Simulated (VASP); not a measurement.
Write the native input for VASP 6.6.1 that does the following.

| Item | Value |
| --- | --- |
| Task | relaxation of cell and atoms |
| Functional | vdW-DF-cx |
| Potentials or basis | VASP PAW PBE potentials, release 64 (Ge_d) |
| Cutoff | 600 eV |
| k mesh | 6 × 6 × 3 |
| Occupations | fermi-dirac, width 0.05 eV |
| Spin | no spin polarisation |
| Further INCAR settings | ALGO = Fast; EDIFF = 1e-06; IBRION = 2; EDIFFG = -0.02; NSW = 60; ISIF = 3 |

The structure of Ge lies in POSCAR:

```
Ge
1.0
    3.9975858431      0.0000000000      0.0000000000
   -1.9987929216      3.4620108940      0.0000000000
    0.0000000000      0.0000000000      6.5993779500
Ge
4
Direct
    0.3333333333      0.6666666667      0.9370987500
    0.6666666667      0.3333333333      0.4370987500
    0.3333333333      0.6666666667      0.5629012500
    0.6666666667      0.3333333333      0.0629012500
```

This isn't the form of Ge at room conditions, which is diamond.

The input as run:

INCAR

```
PREC     = Accurate       # precision mode
ENCUT    = 600            # plane-wave cutoff, eV
EDIFF    = 1E-6           # SCF threshold, eV
ISMEAR   = -1             # smearing method
SIGMA    = 0.05           # smearing width, eV
LREAL    = F              # projectors in reciprocal space
LASPH    = T              # aspherical terms in the spheres
NELM     = 60             # most SCF steps
ALGO     = Fast           # electronic algorithm
ISIF     = 3              # what is computed and relaxed
LWAVE    = F              # write WAVECAR
LCHARG   = F              # write CHGCAR
GGA      = CX             # functional
LUSE_VDW = T            
AGGAC    = 0.0          
IBRION   = 2              # ionic algorithm
NSW      = 60             # ionic steps
EDIFFG   = -0.02          # ionic threshold
```

KPOINTS

```
Automatic mesh
0
Gamma
  6 6 3
```

Potentials or basis: VASP PAW PBE potentials, release 64 (Ge_d).

Command:

```sh
$ cat potpaw_PBE.64/Ge_d/POTCAR > POTCAR
$ mpirun -np 1 vasp_std > vasp.out
```

Results of the run:

| Quantity | Value |
| --- | --- |
| Relaxed volume | 22.95 Å³/atom |
| Relaxed cell | a = 4.006 Å, b = 4.006 Å, c = 6.606 Å, α = 90.00°, β = 90.00°, γ = 120.00° |
| Space group after relaxing (to 0.05 Å) | P6_3/mmc (No. 194) |
| Energy gained by relaxing | 0.2 meV/atom |
| Ionic steps | 5 |
| Pressure after relaxing | 0.0 GPa |
| Largest force after relaxing | 0.019 eV/Å |
| Band gap on the k mesh | 0.21 eV, direct |

Caveat: the PAW data sets were made with another functional, which shifts forces and pressure a little; an odd mesh through Γ misses points on the zone boundary, where band edges often lie.

Run time: 6.2 min on 1 thread of Intel(R) Xeon(R) Platinum 8488C (Sapphire Rapids), on a shared host, peak memory 0.54 GiB.
